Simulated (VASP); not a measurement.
# MgO in VASP: one cell, several levels of theory

What does VASP give for wurtzite MgO, under -1.0 % strain along z alone, the cell held fixed? Runs: PBE, r2SCAN. The results are then set beside those of Ansatz 0.2.0 for the same cell. This is a trial cell built on a prototype, not taken from a measured structure, and it needn't be the compound's ground state.

Program: VASP 6.6.1. PAW datasets, plane waves. The cell comes from a prototype generator: it can be a known phase or a hypothetical one. Spin polarisation is off.

**1. The system as given**

The cell comes from an earlier relaxation with r2SCAN in another program, then strained, with the atoms relaxed again.

Space group P6_3mc (No. 186), hexagonal; conventional cell a = 3.288 Å, c = 4.984 Å, 11.67 Å³ an atom. Mg has 4 O at 1.97–1.98 Å; O has 4 Mg at 1.97–1.98 Å.

The structure in full:

```xyz
4
Lattice="3.2882 0.0000 0.0000 -1.6441 2.8477 0.0000 0.0000 0.0000 4.9840" Properties=species:S:1:pos:R:3 pbc="T T T"
Mg    0.0000    1.8985   -0.0569
Mg    1.6441    0.9492    2.4351
O     0.0000    1.8985    1.9259
O     1.6441    0.9492    4.4179
```

**2. Single point with PBE**

The input, INCAR:

```
ENCUT = 520.000000
SIGMA = 0.020000
EDIFF = 1.00e-07
GGA = PE
PREC = Accurate
IBRION = -1
ISIF = 2
ISMEAR = -1
NBANDS = 16
NELM = 120
NSW = 0
LASPH = .TRUE.
LCHARG = .FALSE.
LWAVE = .FALSE.
LREAL = .FALSE.
```

The input, KPOINTS:

```
KPOINTS created by Atomic Simulation Environment
0
Gamma
12 12 6
0 0 0
```

The input, KPOINTS_OPT:

```
special points
6
Reciprocal
0.0000000000 0.0000000000 0.0000000000 1
0.5000000000 0.0000000000 0.0000000000 1
0.3333333333 0.3333333333 0.0000000000 1
0.0000000000 0.0000000000 0.5000000000 1
0.5000000000 0.0000000000 0.5000000000 1
0.3333333333 0.3333333333 0.5000000000 1
```

The input, POSCAR:

```
Mg O
 1.0000000000000000
     3.2882172281021651   -0.0000000000288675    0.0000000000000000
    -1.6441086140260825    2.8476796527125590    0.0000000000000000
     0.0000000000000000    0.0000000000000000    4.9840226120000004
 Mg  O
   2   2
Cartesian
  0.0000000000166671  1.8984531017987498 -0.0568992741510676
  1.6441086140594163  0.9492265508849412  2.4351120318489330
  0.0000000000166671  1.8984531017987498  1.9259077536510683
  1.6441086140594163  0.9492265508849412  4.4179190596510685
```

Potentials: the recommended PBE PAW datasets, 16 valence electrons in the neutral cell.

Launch:

```
$ mpirun -np 1 vasp_std
```

Standard output, without the iteration lines:

```text
POSCAR found type information on POSCAR MgO
 POSCAR found :  2 types and       4 ions
 LDA part: xc-table for (Slater+PW92), standard interpolation
 POSCAR, INCAR and KPOINTS ok, starting setup
 FFT: planning ... GRIDC
 FFT: planning ... GRID_SOFT
 FFT: planning ... GRID
 WAVECAR not read
 entering main loop
 Start KPOINTS_OPT (optional k-point list driver)
k-point batch [1-6\6]
```

OSZICAR:

```text
N       E                     dE             d eps       ncg     rms          rms(c)
DAV:   1     0.619731580958E+02    0.61973E+02   -0.75149E+03  2432   0.881E+02
DAV:   2    -0.237788487842E+02   -0.85752E+02   -0.78884E+02  3392   0.198E+02
DAV:   3    -0.277766490698E+02   -0.39978E+01   -0.39897E+01  2680   0.445E+01
DAV:   4    -0.277922931299E+02   -0.15644E-01   -0.15644E-01  2984   0.329E+00
DAV:   5    -0.277923703549E+02   -0.77225E-04   -0.77225E-04  2736   0.220E-01    0.117E+01
DAV:   6    -0.235576038991E+02    0.42348E+01   -0.12146E+01  2432   0.262E+01    0.382E+00
DAV:   7    -0.235126657718E+02    0.44938E-01   -0.16201E-01  2464   0.322E+00    0.220E+00
DAV:   8    -0.235082550044E+02    0.44108E-02   -0.93189E-02  2592   0.334E+00    0.498E-01
DAV:   9    -0.235058809685E+02    0.23740E-02   -0.30772E-03  3000   0.509E-01    0.173E-01
DAV:  10    -0.235066113448E+02   -0.73038E-03   -0.15322E-03  2504   0.254E-01    0.308E-02
DAV:  11    -0.235066321476E+02   -0.20803E-04   -0.14272E-05  2904   0.275E-02    0.199E-02
DAV:  12    -0.235066328536E+02   -0.70601E-06   -0.85308E-06  2480   0.254E-02    0.292E-03
DAV:  13    -0.235066328139E+02    0.39723E-07   -0.57569E-07  2624   0.605E-03
   1 F= -.23506633E+02 E0= -.23506633E+02  d E =-.472785E-11
       N       E                     dE             ncg
DAV:   1     0.143448821696E+04   -0.27202E+04      192
DAV:   2     0.976478931140E+03   -0.45801E+03      264
DAV:   3     0.954787089551E+03   -0.21692E+02      224
DAV:   4     0.954694325988E+03   -0.92764E-01      216
DAV:   5     0.954693821840E+03   -0.50415E-03      232
DAV:   6     0.954693817934E+03   -0.39062E-05      224
DAV:   7     0.954693817900E+03   -0.33581E-07      200
```

The lines after F= are the extra pass for the points of KPOINTS_OPT, at fixed density; their E is not a total energy.

From OUTCAR:

```text
k-points           NKPTS =     76   k-points in BZ     NKDIM =     76   number of bands    NBANDS=     16

   NELECT =      16.0000    total number of electrons

   dimension x,y,z NGX =    24 NGY =   24 NGZ =   40
   dimension x,y,z NGXF=    48 NGYF=   48 NGZF=   80

  energy-cutoff  :      520.00
  volume of cell :       46.67
      direct lattice vectors                 reciprocal lattice vectors
     3.288217228 -0.000000000  0.000000000     0.304116161  0.175581547  0.000000000
    -1.644108614  2.847679653  0.000000000     0.000000000  0.351163095  0.000000000
     0.000000000  0.000000000  4.984022612     0.000000000  0.000000000  0.200641144

 k-points in reciprocal lattice and weights: KPOINTS created by Atomic Simulation Env
   0.00000000  0.00000000  0.00000000       0.001
   0.08333333  0.00000000  0.00000000       0.007
   0.16666667  0.00000000  0.00000000       0.007
   0.25000000  0.00000000  0.00000000       0.007
   0.33333333  0.00000000  0.00000000       0.007
   0.41666667  0.00000000  0.00000000       0.007
   0.50000000  0.00000000  0.00000000       0.003
   0.08333333  0.08333333  0.00000000       0.007
[... 68 more k-points ...]

 E-fermi :   1.6004

 k-point     1 :       0.0000    0.0000    0.0000
  band No.  band energies     occupation
      1     -15.0914      2.00000
      2     -14.2715      2.00000
      3      -2.1087      2.00000
      4       0.4437      2.00000
      5       0.4437      2.00000
      6       0.7755      2.00000
      7       0.7755      2.00000
      8       1.1941      2.00000
      9       4.7496      0.00000
     10       9.8093      0.00000
     11      11.6154      0.00000
     12      15.4390      0.00000
     13      15.4390      0.00000
     14      17.3754      0.00000
     15      17.8334      0.00000
     16      17.8334      0.00000

 k-point     2 :       0.0833    0.0000    0.0000
  band No.  band energies     occupation
      1     -15.0556      2.00000
      2     -14.2589      2.00000
      3      -2.0401      2.00000
      4       0.2740      2.00000
      5       0.3951      2.00000
      6       0.5431      2.00000
      7       0.7808      2.00000
      8       1.1706      2.00000
      9       5.0900      0.00000
     10      10.0094      0.00000
     11      11.5506      0.00000
     12      14.5130      0.00000
     13      15.5602      0.00000
     14      17.2747      0.00000
     15      17.8436      0.00000
     16      17.9874      0.00000

 k-point     3 :       0.1667    0.0000    0.0000
  band No.  band energies     occupation
      1     -14.9544      2.00000
      2     -14.2272      2.00000
      3      -1.8413      2.00000
      4      -0.2405      2.00000
      5       0.1229      2.00000
      6       0.2792      2.00000
      7       0.7800      2.00000
      8       1.0949      2.00000
      9       5.8929      0.00000
     10      10.4518      0.00000
     11      11.4125      0.00000
     12      13.2412      0.00000
     13      15.8661      0.00000
     14      15.9823      0.00000
     15      16.9206      0.00000
     16      17.1912      0.00000

 k-point     4 :       0.2500    0.0000    0.0000
  band No.  band energies     occupation
      1     -14.8059      2.00000
      2     -14.1900      2.00000
      3      -1.5350      2.00000
      4      -0.8777      2.00000
      5      -0.2972      2.00000
      6       0.1429      2.00000
      7       0.7607      2.00000
      8       0.9584      2.00000
      9       6.8571      0.00000
     10      10.5405      0.00000
     11      11.3397      0.00000
     12      12.5227      0.00000
     13      14.6840      0.00000
     14      16.0296      0.00000
     15      16.2205      0.00000
     16      16.7323      0.00000

 k-point     5 :       0.3333    0.0000    0.0000
  band No.  band energies     occupation
      1     -14.6393      2.00000
      2     -14.1659      2.00000
      3      -1.4448      2.00000
      4      -1.1421      2.00000
      5      -0.6596      2.00000
      6       0.0210      2.00000
      7       0.7309      2.00000
      8       0.7567      2.00000
      9       7.8014      0.00000
     10      10.1306      0.00000
     11      10.9433      0.00000
     12      12.6483      0.00000
     13      13.8716      0.00000
     14      15.6729      0.00000
     15      15.7652      0.00000
     16      16.9751      0.00000

[... the tables of k-points 6 to 76 left out ...]

  Total        1.3493781      1.3493781      1.3801601      0.0000000      0.0000000      0.0000000
  in kB       46.3247004     46.3247004     47.3814566      0.0000000      0.0000000      0.0000000
  external PRESSURE =      46.6769524 kB  Pullay stress =       0.0000000 kB

 POSITION                                       TOTAL-FORCE (eV/Angst)
 -----------------------------------------------------------------------------------
      0.00000      1.89845      4.92712        -0.000000      0.000000     -0.020013
      1.64411      0.94923      2.43511        -0.000000     -0.000000     -0.020013
      0.00000      1.89845      1.92591         0.000000     -0.000000      0.020013
      1.64411      0.94923      4.41792         0.000000     -0.000000      0.020013
 -----------------------------------------------------------------------------------
    total drift:                               -0.000000     -0.000000      0.000471

  FREE ENERGIE OF THE ION-ELECTRON SYSTEM (eV)
  ---------------------------------------------------
  free  energy   TOTEN  =       -23.5066328139 eV

  energy  without entropy=      -23.5066328139  energy(sigma->0) =      -23.50663281
```

Hardware: 1 MPI rank of Intel Xeon Platinum 8488C, shared host.

The levels at the points of KPOINTS_OPT are read from vasprun.xml.

Levels at the named points, in eV from the top of band v (v: the last filled band by count, c: the next):

```
point    v−1      v     c   c+1
    Γ  -0.42   0.00  3.56  8.62
    M  -0.82  -0.50  7.85  8.14
    K  -1.20  -1.20  8.36  8.39
    A  -0.59  -0.59  6.07  6.07
    L  -0.72  -0.72  7.44  7.44
    H  -0.38  -0.38  8.54  8.54
```

PBE gives a direct gap of 3.56 eV at Γ. The pressure is 4.67 GPa, and the largest force is 0.020 eV/Å, on atom 1 (Mg).

**3. r2SCAN**

The input, INCAR:

```
ENCUT = 520.000000
SIGMA = 0.010000
EDIFF = 1.00e-07
ALGO = Normal
METAGGA = R2SCAN
PREC = Accurate
IBRION = -1
ISIF = 2
ISMEAR = 0
NBANDS = 16
NELM = 120
NSW = 0
LASPH = .TRUE.
LCHARG = .FALSE.
LWAVE = .FALSE.
LREAL = .FALSE.
```

KPOINTS is that of step 2.

KPOINTS_OPT is that of step 2.

POSCAR is that of step 2.

Launch:

```
$ mpirun -np 1 vasp_std
```

Standard output, without the iteration lines:

```text
POSCAR found type information on POSCAR MgO
 POSCAR found :  2 types and       4 ions
 -----------------------------------------------------------------------------
|                                                                             |
|                                                                             |
|     You enforced a specific xc type in the INCAR file but a different       |
|     I HOPE YOU KNOW WHAT YOU ARE DOING!                                     |
|                                                                             |
 -----------------------------------------------------------------------------

 LDA part: xc-table for (None), standard interpolation
 POSCAR, INCAR and KPOINTS ok, starting setup
 FFT: planning ... GRIDC
 FFT: planning ... GRID_SOFT
 FFT: planning ... GRID
 WAVECAR not read
 entering main loop
 Start KPOINTS_OPT (optional k-point list driver)
k-point batch [1-6\6]
```

OSZICAR:

```text
N       E                     dE             d eps       ncg     rms          rms(c)
DAV:   1     0.519942653890E+02    0.51994E+02   -0.78202E+03  2448   0.914E+02
DAV:   2    -0.364868727116E+02   -0.88481E+02   -0.81459E+02  3376   0.206E+02
DAV:   3    -0.405826232662E+02   -0.40958E+01   -0.40872E+01  2712   0.457E+01
DAV:   4    -0.405997333029E+02   -0.17110E-01   -0.17110E-01  3000   0.348E+00
DAV:   5    -0.405998233644E+02   -0.90061E-04   -0.90061E-04  2768   0.243E-01    0.111E+01
DAV:   6    -0.315060520468E+02    0.90938E+01   -0.76792E+00  2456   0.204E+01    0.305E+00
DAV:   7    -0.318086529984E+02   -0.30260E+00   -0.47711E-01  2696   0.463E+00    0.231E+00
DAV:   8    -0.318659369506E+02   -0.57284E-01   -0.14521E-01  2440   0.419E+00    0.928E-01
DAV:   9    -0.318551373713E+02    0.10800E-01   -0.53037E-02  2648   0.204E+00    0.328E-01
DAV:  10    -0.318546493697E+02    0.48800E-03   -0.50790E-03  2472   0.659E-01    0.320E-02
DAV:  11    -0.318546738403E+02   -0.24471E-04   -0.18656E-04  2664   0.118E-01    0.430E-03
DAV:  12    -0.318546762785E+02   -0.24382E-05   -0.70796E-06  2912   0.194E-02    0.107E-02
DAV:  13    -0.318546743462E+02    0.19323E-05   -0.49121E-06  2560   0.186E-02    0.609E-04
DAV:  14    -0.318546739089E+02    0.43727E-06   -0.11877E-07  2024   0.292E-03    0.446E-04
DAV:  15    -0.318546738480E+02    0.60915E-07   -0.12633E-08  1304   0.989E-04
   1 F= -.31854674E+02 E0= -.31854674E+02  d E =-.525101E-17
       N       E                     dE             ncg
DAV:   1     0.139136543130E+04   -0.27633E+04      192
DAV:   2     0.912614884302E+03   -0.47875E+03      272
DAV:   3     0.890786373540E+03   -0.21829E+02      216
DAV:   4     0.890696390352E+03   -0.89983E-01      216
DAV:   5     0.890695887212E+03   -0.50314E-03      224
DAV:   6     0.890695883130E+03   -0.40818E-05      224
DAV:   7     0.890695883094E+03   -0.36059E-07      184
```

OUTCAR, selected sections:

```text
k-points           NKPTS =     76   k-points in BZ     NKDIM =     76   number of bands    NBANDS=     16

   NELECT =      16.0000    total number of electrons

   dimension x,y,z NGX =    24 NGY =   24 NGZ =   40
   dimension x,y,z NGXF=    48 NGYF=   48 NGZF=   80

  energy-cutoff  :      520.00
  volume of cell :       46.67
      direct lattice vectors                 reciprocal lattice vectors
     3.288217228 -0.000000000  0.000000000     0.304116161  0.175581547  0.000000000
    -1.644108614  2.847679653  0.000000000     0.000000000  0.351163095  0.000000000
     0.000000000  0.000000000  4.984022612     0.000000000  0.000000000  0.200641144

 k-points in reciprocal lattice and weights: KPOINTS created by Atomic Simulation Env
   0.00000000  0.00000000  0.00000000       0.001
   0.08333333  0.00000000  0.00000000       0.007
   0.16666667  0.00000000  0.00000000       0.007
   0.25000000  0.00000000  0.00000000       0.007
   0.33333333  0.00000000  0.00000000       0.007
   0.41666667  0.00000000  0.00000000       0.007
   0.50000000  0.00000000  0.00000000       0.003
   0.08333333  0.08333333  0.00000000       0.007
[... 68 more k-points ...]

 E-fermi :   0.8233

 k-point     1 :       0.0000    0.0000    0.0000
  band No.  band energies     occupation
      1     -16.4561      2.00000
      2     -15.6618      2.00000
      3      -2.5299      2.00000
      4       0.0058      2.00000
      5       0.0058      2.00000
      6       0.3386      2.00000
      7       0.3386      2.00000
      8       0.7706      2.00000
      9       4.9953      0.00000
     10      10.2571      0.00000
     11      12.0536      0.00000
     12      15.9597      0.00000
     13      15.9597      0.00000
     14      17.9468      0.00000
     15      18.5071      0.00000
     16      18.5071      0.00000

 k-point     2 :       0.0833    0.0000    0.0000
  band No.  band energies     occupation
      1     -16.4213      2.00000
      2     -15.6496      2.00000
      3      -2.4615      2.00000
      4      -0.1601      2.00000
      5      -0.0433      2.00000
      6       0.1212      2.00000
      7       0.3445      2.00000
      8       0.7467      2.00000
      9       5.3257      0.00000
     10      10.4594      0.00000
     11      11.9805      0.00000
     12      15.0119      0.00000
     13      16.0875      0.00000
     14      17.9256      0.00000
     15      18.4800      0.00000
     16      18.6587      0.00000

 k-point     3 :       0.1667    0.0000    0.0000
  band No.  band energies     occupation
      1     -16.3232      2.00000
      2     -15.6191      2.00000
      3      -2.2633      2.00000
      4      -0.6576      2.00000
      5      -0.2921      2.00000
      6      -0.1603      2.00000
      7       0.3448      2.00000
      8       0.6700      2.00000
      9       6.1274      0.00000
     10      10.8956      0.00000
     11      11.8312      0.00000
     12      13.7191      0.00000
     13      16.4083      0.00000
     14      16.5708      0.00000
     15      17.5775      0.00000
     16      17.7846      0.00000

 k-point     4 :       0.2500    0.0000    0.0000
  band No.  band energies     occupation
      1     -16.1796      2.00000
      2     -15.5833      2.00000
      3      -1.9592      2.00000
      4      -1.2859      2.00000
      5      -0.7115      2.00000
      6      -0.2978      2.00000
      7       0.3264      2.00000
      8       0.5325      2.00000
      9       7.1121      0.00000
     10      10.9158      0.00000
     11      11.7841      0.00000
     12      13.0219      0.00000
     13      15.2272      0.00000
     14      16.5594      0.00000
     15      16.9045      0.00000
     16      17.3492      0.00000

 k-point     5 :       0.3333    0.0000    0.0000
  band No.  band energies     occupation
      1     -16.0189      2.00000
      2     -15.5602      2.00000
      3      -1.8581      2.00000
      4      -1.5645      2.00000
      5      -1.0736      2.00000
      6      -0.4207      2.00000
      7       0.2972      2.00000
      8       0.3307      2.00000
      9       8.0859      0.00000
     10      10.4576      0.00000
     11      11.3811      0.00000
     12      13.2078      0.00000
     13      14.3753      0.00000
     14      16.1868      0.00000
     15      16.4799      0.00000
     16      17.6328      0.00000

[... the tables of k-points 6 to 76 left out ...]

  Total        0.1332050      0.1332050      0.2073840      0.0000000      0.0000000      0.0000000
  in kB        4.5729807      4.5729807      7.1195776      0.0000000      0.0000000      0.0000000
  external PRESSURE =       5.4218463 kB  Pullay stress =       0.0000000 kB

 POSITION                                       TOTAL-FORCE (eV/Angst)
 -----------------------------------------------------------------------------------
      0.00000      1.89845      4.92712        -0.000000      0.000000     -0.000533
      1.64411      0.94923      2.43511         0.000000     -0.000000     -0.000533
      0.00000      1.89845      1.92591        -0.000000     -0.000000      0.000533
      1.64411      0.94923      4.41792        -0.000000      0.000000      0.000533
 -----------------------------------------------------------------------------------
    total drift:                                0.000000      0.000001     -0.001240

  FREE ENERGIE OF THE ION-ELECTRON SYSTEM (eV)
  ---------------------------------------------------
  free  energy   TOTEN  =       -31.8546738480 eV

  energy  without entropy=      -31.8546738480  energy(sigma->0) =      -31.85467385
```

Hardware: 1 MPI rank of Intel Xeon Platinum 8488C, shared host.

The levels at the points of KPOINTS_OPT are read from vasprun.xml.

Band energies at the special points (eV, zero at the top of v, the last band that the electrons fill by count):

```
point    v−1      v     c   c+1
    Γ  -0.43   0.00  4.22  9.49
    M  -0.82  -0.51  8.57  8.89
    K  -1.21  -1.21  9.09  9.10
    A  -0.60  -0.60  6.76  6.76
    L  -0.72  -0.72  8.16  8.16
    H  -0.39  -0.39  9.27  9.27
```

The r2SCAN gap is 4.22 eV, direct at Γ. Pressure: 0.54 GPa; the forces vanish within 0.01 eV/Å.

**4. Results**

```
 level  gap (eV)  pressure (GPa)  Ansatz: gap (eV)  Ansatz: pressure (GPa)
   PBE      3.56            4.67              3.57                    5.04
r2SCAN      4.22            0.54              4.24                    1.10
```

What this shows: The gap spans 3.56 eV (PBE) to 4.22 eV (r2SCAN). The pressure is highest with PBE (4.7 GPa) and lowest with r2SCAN (0.5 GPa), which orders the cells that they would relax to. The two programs agree on the gap within 0.03 eV, far less than the spread between functionals. Datasets and cutoffs are each program's own. VASP's cell holds 16 valence electrons and Ansatz's 32.
